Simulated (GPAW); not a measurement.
# MoS2 in GPAW: settings compared

The runs below take MoS2 through dielectric tensor, with LDA, PBEsol.

Program: GPAW 26.7.0. These are calculated values, not measurements. Logs are shortened: lines on timing, memory, paths and dates and some standing lists are left out, and cuts for length are marked. The log counts tension as positive stress, the text compression.

### 1 The slab as given

The cell holds a slab with vacuum, 3 atoms: a = 3.184 Å, b = 3.184 Å, c = 17.335 Å, α = 90.00°, β = 90.00°, γ = 120.00°.

### 2 Dielectric tensor, LDA

Input file run.py:

```python
import numpy as np
from ase import Atoms
from ase.dft.bandgap import bandgap
from ase.io import write
from gpaw import GPAW, PW
from gpaw.response.df import DielectricFunction

atoms = Atoms(['Mo', 'S', 'S'],
              cell=[[3.1841260822, 0.0, 0.0],
                    [-1.5920630411, 2.757534076, 0.0],
                    [0.0, 0.0, 17.33459995]],
              scaled_positions=[[0.0, 0.0, 0.0],
                                [0.3333333333, 0.6666666667, 0.91050702],
                                [0.3333333333, 0.6666666667, 0.08949298]],
              pbc=True)

calc = GPAW(mode=PW(450),
            xc='LDA',
            kpts={'size': (8, 8, 2), 'gamma': True},
            occupations={'name': 'fermi-dirac', 'width': 0.001},
            nbands=25,
            convergence={'density': 1e-06},
            maxiter=150,
            txt='gpaw.txt')
atoms.calc = calc
energy = atoms.get_potential_energy()
calc.write('gs.gpw')
write('result.traj', atoms)
print(f'Energy: {energy:.6f} eV')
print('Fermi level:', round(calc.get_fermi_level(), 4), 'eV')
print(f'Gap: {bandgap(calc)[0]:.4f} eV, direct: {bandgap(calc, direct=True)[0]:.4f} eV')

for size in [(15, 15, 3), (21, 21, 4)]:
    name = 'x'.join(str(n) for n in size)
    dense = calc.fixed_density(kpts={'size': size, 'gamma': True},
                               nbands=49, convergence={'bands': 43, 'eigenstates': 1e-7},
                               update_fermi_level=True, txt=f'dense-{name}.txt')
    dense.write(f'{name}.gpw', mode='all')
    df = DielectricFunction(f'{name}.gpw', frequencies=np.array([0.0]), hilbert=False, eta=0.001,
                            ecut=80, nbands=43, intraband=False, txt=f'df-{name}.txt')
    for xc in ['RPA', 'ALDA_X', 'ALDA']:
        for direction in ['x', 'y', 'z', [0, 1, 1], [1, 0, 1], [1, 1, 0]]:
            e0, e = df.get_macroscopic_dielectric_constant(xc=xc, direction=direction)
            print(f'{name} {xc} {direction}: {e0:.4f} without, {e:.4f} with local fields')
```

Potentials or basis: the program's PAW data sets (release 1.2.1) made for this functional, pw.

Command:

```sh
> OMP_NUM_THREADS=1 python run.py
```

gpaw.txt:

```text
__  _  _
 | _ |_)|_||  |
 |__||  | ||/\| - 26.7.0

Input parameters:
  mode=PW(ecut=450.00000000000006),
  convergence={'density': 1e-06},
  kpts=MonkhorstPack(size=(8, 8, 2), gamma=True),
  maxiter=150,
  nbands=25,
  occupations=Occupations(name='fermi-dirac', width=0.001),
  xc=XC(name='LDA')

Diagonalizing LCAO Hamiltonian
Converting LCAO to pw mode

         S

         S

       Mo

Atoms  # Å, Bohr magnetons
|   | symbol |         x |        y |         z |    initial magnetic moments |
|---|--------|-----------|----------|-----------|-----------------------------|
| 0 |     Mo |  0.000000 | 0.000000 |  0.000000 | ( 0.0000,  0.0000,  0.0000) |
| 1 |      S | -0.000000 | 1.838356 | 15.783275 | ( 0.0000,  0.0000,  0.0000) |
| 2 |      S | -0.000000 | 1.838356 |  1.551325 | ( 0.0000,  0.0000,  0.0000) |

Unit cell  # Å
| periodic |         x |        y |         z |   lengths |     angles |
|----------|-----------|----------|-----------|-----------|------------|
|      yes |  3.184126 | 0.000000 |  0.000000 |  3.184126 |  90.000000 |
|      yes | -1.592063 | 2.757534 |  0.000000 |  3.184126 |  90.000000 |
|      yes |  0.000000 | 0.000000 | 17.334600 | 17.334600 | 120.000000 |

Number of symmetries: 12
Symmetry operations  # r_c * U_cc + t_c -> r_c
|    | kind |            matrix            |
|----|------|------------------------------|
|  0 |  σ   |  1, 1, 0,  0,-1, 0,  0, 0, 1 |
|  1 |  C2  |  1, 1, 0,  0,-1, 0,  0, 0,-1 |
|  2 |  E   |  1, 0, 0,  0, 1, 0,  0, 0, 1 |
|  3 |  σ   |  1, 0, 0,  0, 1, 0,  0, 0,-1 |
|  4 |  C3  |  0, 1, 0, -1,-1, 0,  0, 0, 1 |
|  5 |  S3  |  0, 1, 0, -1,-1, 0,  0, 0,-1 |
|  6 |  σ   |  0,-1, 0, -1, 0, 0,  0, 0, 1 |
|  7 |  C2  |  0,-1, 0, -1, 0, 0,  0, 0,-1 |
|  8 |  σ   | -1, 0, 0,  1, 1, 0,  0, 0, 1 |
|  9 |  C2  | -1, 0, 0,  1, 1, 0,  0, 0,-1 |
| 10 |  C3  | -1,-1, 0,  1, 0, 0,  0, 0, 1 |
| 11 |  S3  | -1,-1, 0,  1, 0, 0,  0, 0,-1 |

BZ-sampling:
  Number of BZ points: 128
  Number of IBZ points: 20

  Monkhorst-Pack size: [8, 8, 2]
  Monkhorst-Pack shift: [0.0625, 0.0625, 0.25]

K-points  # in reciprocal-cell coordinates
|     |                                coordinates |     weight |
|-----|--------------------------------------------|------------|
|   0 | (  0.00000000,   0.00000000,   0.00000000) | 0.00781250 |
|   1 | (  0.00000000,   0.00000000,   0.50000000) | 0.00781250 |
|   2 | (  0.12500000,   0.00000000,   0.00000000) | 0.04687500 |
|   3 | (  0.12500000,   0.00000000,   0.50000000) | 0.04687500 |
|   4 | (  0.25000000,  -0.12500000,   0.00000000) | 0.04687500 |
|   5 | (  0.25000000,  -0.12500000,   0.50000000) | 0.04687500 |
|   6 | (  0.25000000,   0.00000000,   0.00000000) | 0.04687500 |
|   7 | (  0.25000000,   0.00000000,   0.50000000) | 0.04687500 |
|   8 | (  0.37500000,  -0.12500000,   0.00000000) | 0.09375000 |
|   9 | (  0.37500000,  -0.12500000,   0.50000000) | 0.09375000 |
| ... |                                            |            |
|  19 | (  0.50000000,   0.50000000,   0.50000000) | 0.02343750 |

Plane wave coefficients: 3359
Cutoff: 450.00000000000006 eV

Spin-components: 1 (collinear spins)
Bands:           25
Projectors:      16
Spin-degeneracy: 2
Datatype:        complex128

Parallelization:
  kpt:    1
  domain: 1
  band:   1

Density:
  Valence electrons: 26.0
  Components: 1
  Grid points: [16 16 90]
  Charge: 0.0  # |e|

Potential:
  Grid points: [16 16 90]

species:
  Mo:
    name:    Molybdenum
    Z:       42.0
    valence: 14
    core:    28
    charge:  0.0  # [|e|]
    compensation charges:
      type: gauss
      rc: 0.38  # [Å]
      lmax: 2
    cutoffs:
      filter: 2.16  # [Å]
      core: 1.42  # [Å]
    projectors
    | kind |    occ | energy [eV] | rcut [Å] |
    |------|--------|-------------|----------|
    |   4s |  2.000 |     -64.384 |    1.238 |
    |   5s |  1.000 |      -4.319 |    1.238 |
    |   4p |  6.000 |     -38.595 |    1.296 |
    |   5p |  0.000 |      -1.161 |    1.296 |
    |   4d |  5.000 |      -3.933 |    1.296 |
    |    d |        |      23.278 |    1.296 |

    Using partial waves for Mo as LCAO basis

  S:
    name:    Sulfur
    Z:       16.0
    valence: 6
    core:    10
    charge:  0.0  # [|e|]
    compensation charges:
      type: gauss
      rc: 0.24  # [Å]
      lmax: 2
    cutoffs:
      filter: 1.77  # [Å]
      core: 1.66  # [Å]
    projectors
    | kind |    occ | energy [eV] | rcut [Å] |
    |------|--------|-------------|----------|
    |   3s |  2.000 |     -17.278 |    0.974 |
    |   3p |  4.000 |      -7.106 |    0.979 |
    |    s |        |       9.933 |    0.974 |
    |    p |        |      20.105 |    0.979 |
    |    d |        |       0.000 |    0.900 |

    Using partial waves for S as LCAO basis

Reference energy: -131668.980924  # eV

eigensolver:
  PPCG
  Converge bands: occupied
  niter=2

density mixing:
  MSR1-Mixer
  Pratt-step length: 0.05
  Maximum mixing coefficient: 0.75
  Old densities: 10
  SVD Regularization: 0.005
  Good broyden scale: 1.0
  Trust region scale: 1.0
  Backstep threshold: 4.0
  History deletion threshold: 6.0
  Fourier metric: weight=20.0, sigma=0.015

occupation numbers:
  Fermi-Dirac:
    width: 0.0010  # eV

poisson solver:
  ecut: 3600.0000000000005  # eV

xc functional:
  name: None

convergence criteria:
- Maximum integral of absolute [dens]ity change: 1e-06 electrons / valence electron
- Maximum [total energy] change in last 3 cyles: 0.0005 eV / valence electron
- Maximum integral of absolute [eigenst]ate change: 4e-08 eV^2 / valence electron
maximum number of iterations: 150

SCF iterations
|iter     | |      energy | eigst |  dens |
|---------|-|-------------|-------|-------|
|iter:   1| |  -26.345265 | +0.33 |       |
|iter:   2| |  -25.818113 | -1.34 | -0.98 |
|iter:   3| |  -24.730750 | -1.17 | -1.06 |
|iter:   4| |  -24.688681 | -2.22 | -1.51 |
|iter:   5| |  -24.683829 | -3.01 | -1.85 |
|iter:   6| |  -24.681896c| -3.75 | -2.36 |
|iter:   7| |  -24.681802c| -4.71 | -2.89 |
|iter:   8| |  -24.681794c| -5.73 | -3.45 |
|iter:   9| |  -24.681794c| -6.82 | -4.29 |
|iter:  10| |  -24.681794c| -7.64c| -4.92 |
|iter:  11| |  -24.681794c| -8.25c| -5.66 |
|iter:  12| |  -24.681794c| -8.57c| -6.38c|

Converged in 12 steps
Energy contributions relative to reference atoms: (reference = -131668.980924)

Energy contributions:
  Kinetic:          -4.027246
  Coulomb:          -2.618033
  Zero:             -0.168580
  External:          0.000000
  Xc:              -17.867935
  Entropy:          -0.000000
  Spinorbit:         0.000000
  ----------------------------
  Free energy:     -24.681794
  Extrapolated:    -24.681794

dipole moment: (-9.504456, -8.306403, -65.033663)  # |e|*Ang

Fermi level: 0.234
Eigenvalues  # (at kpt = [0.000, 0.000, 0.000])
| band index |      eig [eV] | occ [0-2] |
|------------|---------------|-----------|
|          0 |       -62.197 |     2.000 |
|        ... |               |           |
|          5 |       -14.147 |     2.000 |
|          6 |        -7.045 |     2.000 |
|          7 |        -4.095 |     2.000 |
|          8 |        -4.095 |     2.000 |
|          9 |        -3.178 |     2.000 |
|         10 |        -2.973 |     2.000 |
[... 8 lines left out ...]
|         19 |         4.738 |     0.000 |
|         20 |         5.531 |     0.000 |
|        ... |               |           |
|         24 |         9.257 |     0.000 |

Gap: 1.755 eV
Transition (v -> c):
  (s=0, k=0, n=12, [0.00, 0.00, 0.00]) -> (s=0, k=13, n=13, [0.38, 0.38, 0.50])
Direct/indirect transitions are different
Direct gap: 1.960 eV
Transition at: (s=0, k=13, n=12, [0.38, 0.38, 0.50])
# Writing to gs.gpw (mode='')
```

It took 16 min on 1 thread of Arm Neoverse V2, shared host; peak memory 2.8 GiB.

What came out:

```yaml
Free_energy: -24.6818 eV
Band_gap_on_the_k_mesh: 1.75 eV, indirect (least direct gap 1.96 eV)
Electronic_dielectric_tensor_diagonal: 5.46, 5.46, 1.37
```

Electronic dielectric tensor:
```
5.46 0.00 0.00
0.00 5.46 0.00
0.00 0.00 1.37
```

Caveat: the long-wavelength limit can be off by several per cent where d states take part.

### 3 Dielectric tensor, PBEsol

run.py, as its differences from that of step 2:

```diff
@@ -4,4 +4,6 @@
 from ase.io import write
-from gpaw import GPAW, PW
+from gpaw import GPAW, PW, setup_paths
 from gpaw.response.df import DielectricFunction
+
+setup_paths.insert(0, '.')
 
@@ -17,3 +19,3 @@
 calc = GPAW(mode=PW(450),
-            xc='LDA',
+            xc='PBEsol',
             kpts={'size': (8, 8, 2), 'gamma': True},
@@ -40,3 +42,3 @@
                             ecut=80, nbands=43, intraband=False, txt=f'df-{name}.txt')
-    for xc in ['RPA', 'ALDA_X', 'ALDA']:
+    for xc in ['RPA', 'ALDA', 'ALDA_X']:
         for direction in ['x', 'y', 'z', [0, 1, 1], [1, 0, 1], [1, 1, 0]]:
```

Potentials or basis: PAW data sets generated in the run's folder for this functional, pw.

Command:

```sh
> gpaw-setup -f PBEsol Mo S
> OMP_NUM_THREADS=1 python run.py
```

gpaw.txt:

```text
__  _  _
 | _ |_)|_||  |
 |__||  | ||/\| - 26.7.0

Input parameters:
  mode=PW(ecut=450.00000000000006),
  convergence={'density': 1e-06},
  kpts=MonkhorstPack(size=(8, 8, 2), gamma=True),
  maxiter=150,
  nbands=25,
  occupations=Occupations(name='fermi-dirac', width=0.001),
  xc=XC(name='PBEsol')

Diagonalizing LCAO Hamiltonian
Converting LCAO to pw mode

         S

         S

       Mo

Atoms  # Å, Bohr magnetons
|   | symbol |         x |        y |         z |    initial magnetic moments |
|---|--------|-----------|----------|-----------|-----------------------------|
| 0 |     Mo |  0.000000 | 0.000000 |  0.000000 | ( 0.0000,  0.0000,  0.0000) |
| 1 |      S | -0.000000 | 1.838356 | 15.783275 | ( 0.0000,  0.0000,  0.0000) |
| 2 |      S | -0.000000 | 1.838356 |  1.551325 | ( 0.0000,  0.0000,  0.0000) |

Unit cell  # Å
| periodic |         x |        y |         z |   lengths |     angles |
|----------|-----------|----------|-----------|-----------|------------|
|      yes |  3.184126 | 0.000000 |  0.000000 |  3.184126 |  90.000000 |
|      yes | -1.592063 | 2.757534 |  0.000000 |  3.184126 |  90.000000 |
|      yes |  0.000000 | 0.000000 | 17.334600 | 17.334600 | 120.000000 |

Number of symmetries: 12
Symmetry operations  # r_c * U_cc + t_c -> r_c
|    | kind |            matrix            |
|----|------|------------------------------|
|  0 |  σ   |  1, 1, 0,  0,-1, 0,  0, 0, 1 |
|  1 |  C2  |  1, 1, 0,  0,-1, 0,  0, 0,-1 |
|  2 |  E   |  1, 0, 0,  0, 1, 0,  0, 0, 1 |
|  3 |  σ   |  1, 0, 0,  0, 1, 0,  0, 0,-1 |
|  4 |  C3  |  0, 1, 0, -1,-1, 0,  0, 0, 1 |
|  5 |  S3  |  0, 1, 0, -1,-1, 0,  0, 0,-1 |
|  6 |  σ   |  0,-1, 0, -1, 0, 0,  0, 0, 1 |
|  7 |  C2  |  0,-1, 0, -1, 0, 0,  0, 0,-1 |
|  8 |  σ   | -1, 0, 0,  1, 1, 0,  0, 0, 1 |
|  9 |  C2  | -1, 0, 0,  1, 1, 0,  0, 0,-1 |
| 10 |  C3  | -1,-1, 0,  1, 0, 0,  0, 0, 1 |
| 11 |  S3  | -1,-1, 0,  1, 0, 0,  0, 0,-1 |

BZ-sampling:
  Number of BZ points: 128
  Number of IBZ points: 20

  Monkhorst-Pack size: [8, 8, 2]
  Monkhorst-Pack shift: [0.0625, 0.0625, 0.25]

K-points  # in reciprocal-cell coordinates
|     |                                coordinates |     weight |
|-----|--------------------------------------------|------------|
|   0 | (  0.00000000,   0.00000000,   0.00000000) | 0.00781250 |
|   1 | (  0.00000000,   0.00000000,   0.50000000) | 0.00781250 |
|   2 | (  0.12500000,   0.00000000,   0.00000000) | 0.04687500 |
|   3 | (  0.12500000,   0.00000000,   0.50000000) | 0.04687500 |
|   4 | (  0.25000000,  -0.12500000,   0.00000000) | 0.04687500 |
|   5 | (  0.25000000,  -0.12500000,   0.50000000) | 0.04687500 |
|   6 | (  0.25000000,   0.00000000,   0.00000000) | 0.04687500 |
|   7 | (  0.25000000,   0.00000000,   0.50000000) | 0.04687500 |
|   8 | (  0.37500000,  -0.12500000,   0.00000000) | 0.09375000 |
|   9 | (  0.37500000,  -0.12500000,   0.50000000) | 0.09375000 |
| ... |                                            |            |
|  19 | (  0.50000000,   0.50000000,   0.50000000) | 0.02343750 |

Plane wave coefficients: 3359
Cutoff: 450.00000000000006 eV

Spin-components: 1 (collinear spins)
Bands:           25
Projectors:      16
Spin-degeneracy: 2
Datatype:        complex128

Parallelization:
  kpt:    1
  domain: 1
  band:   1

Density:
  Valence electrons: 26.0
  Components: 1
  Grid points: [16 16 90]
  Charge: 0.0  # |e|

Potential:
  Grid points: [16 16 90]

species:
  Mo:
    name:    Molybdenum
    Z:       42.0
    valence: 14
    core:    28
    charge:  0.0  # [|e|]
    compensation charges:
      type: gauss
      rc: 0.38  # [Å]
      lmax: 2
    cutoffs:
      filter: 2.16  # [Å]
      core: 1.42  # [Å]
    projectors
    | kind |    occ | energy [eV] | rcut [Å] |
    |------|--------|-------------|----------|
    |   4s |  2.000 |     -64.262 |    1.238 |
    |   5s |  1.000 |      -4.116 |    1.238 |
    |   4p |  6.000 |     -38.461 |    1.296 |
    |   5p |  0.000 |      -1.012 |    1.296 |
    |   4d |  5.000 |      -3.770 |    1.296 |
    |    d |        |      23.442 |    1.296 |

    Using partial waves for Mo as LCAO basis

  S:
    name:    Sulfur
    Z:       16.0
    valence: 6
    core:    10
    charge:  0.0  # [|e|]
    compensation charges:
      type: gauss
      rc: 0.24  # [Å]
      lmax: 2
    cutoffs:
      filter: 1.77  # [Å]
      core: 1.66  # [Å]
    projectors
    | kind |    occ | energy [eV] | rcut [Å] |
    |------|--------|-------------|----------|
    |   3s |  2.000 |     -17.192 |    0.974 |
    |   3p |  4.000 |      -6.978 |    0.979 |
    |    s |        |      10.020 |    0.974 |
    |    p |        |      20.234 |    0.979 |
    |    d |        |       0.000 |    0.900 |

    Using partial waves for S as LCAO basis

Reference energy: -131755.109894  # eV

eigensolver:
  PPCG
  Converge bands: occupied
  niter=2

density mixing:
  MSR1-Mixer
  Pratt-step length: 0.05
  Maximum mixing coefficient: 0.75
  Old densities: 10
  SVD Regularization: 0.005
  Good broyden scale: 1.0
  Trust region scale: 1.0
  Backstep threshold: 4.0
  History deletion threshold: 6.0
  Fourier metric: weight=20.0, sigma=0.015

occupation numbers:
  Fermi-Dirac:
    width: 0.0010  # eV

poisson solver:
  ecut: 3600.0000000000005  # eV

xc functional:
  name: PBEsol with 2 nearest neighbor stencil

convergence criteria:
- Maximum integral of absolute [dens]ity change: 1e-06 electrons / valence electron
- Maximum [total energy] change in last 3 cyles: 0.0005 eV / valence electron
- Maximum integral of absolute [eigenst]ate change: 4e-08 eV^2 / valence electron
maximum number of iterations: 150

SCF iterations
|iter     | |      energy | eigst |  dens |
|---------|-|-------------|-------|-------|
|iter:   1| |  -25.299672 | +0.34 |       |
|iter:   2| |  -24.765779 | -1.32 | -0.98 |
|iter:   3| |  -23.689346 | -1.15 | -1.05 |
|iter:   4| |  -23.656800 | -2.19 | -1.50 |
|iter:   5| |  -23.655300 | -2.90 | -1.84 |
|iter:   6| |  -23.652726c| -3.68 | -2.29 |
|iter:   7| |  -23.652659c| -4.62 | -2.89 |
|iter:   8| |  -23.652652c| -5.69 | -3.45 |
|iter:   9| |  -23.652652c| -6.76 | -4.23 |
|iter:  10| |  -23.652652c| -7.63c| -4.86 |
|iter:  11| |  -23.652652c| -8.25c| -5.60 |
|iter:  12| |  -23.652652c| -8.57c| -6.32c|

Converged in 12 steps
Energy contributions relative to reference atoms: (reference = -131755.109894)

Energy contributions:
  Kinetic:          -4.936288
  Coulomb:          -1.863892
  Zero:             -0.189826
  External:          0.000000
  Xc:              -16.662646
  Entropy:          -0.000000
  Spinorbit:         0.000000
  ----------------------------
  Free energy:     -23.652652
  Extrapolated:    -23.652652

dipole moment: (-9.506702, -8.305293, -65.034544)  # |e|*Ang

Fermi level: 0.374
Eigenvalues  # (at kpt = [0.000, 0.000, 0.000])
| band index |      eig [eV] | occ [0-2] |
|------------|---------------|-----------|
|          0 |       -62.088 |     2.000 |
|        ... |               |           |
|          5 |       -14.016 |     2.000 |
|          6 |        -6.889 |     2.000 |
|          7 |        -3.921 |     2.000 |
|          8 |        -3.921 |     2.000 |
|          9 |        -2.993 |     2.000 |
|         10 |        -2.793 |     2.000 |
[... 8 lines left out ...]
|         19 |         4.871 |     0.000 |
|         20 |         5.619 |     0.000 |
|        ... |               |           |
|         24 |         9.435 |     0.000 |

Gap: 1.755 eV
Transition (v -> c):
  (s=0, k=0, n=12, [0.00, 0.00, 0.00]) -> (s=0, k=13, n=13, [0.38, 0.38, 0.50])
Direct/indirect transitions are different
Direct gap: 1.962 eV
Transition at: (s=0, k=13, n=12, [0.38, 0.38, 0.50])
# Writing to gs.gpw (mode='')
```

Run time: 14 min. Hardware: 1 thread of Arm Neoverse V2, shared host; peak memory 2.8 GiB.

Results:

| Quantity | Value |
| --- | --- |
| Free energy | -23.6527 eV |
| Band gap on the k mesh | 1.76 eV, indirect (least direct gap 1.96 eV) |
| Electronic dielectric tensor (diagonal) | 5.42, 5.42, 1.37 |

Electronic dielectric tensor:
```
5.42 0.00 0.00
0.00 5.42 0.00
0.00 0.00 1.37
```

Caveat: the long-wavelength limit can be off by several per cent where d states take part. Expect the measured gap to be larger: semilocal functionals such as PBEsol lack the derivative discontinuity.
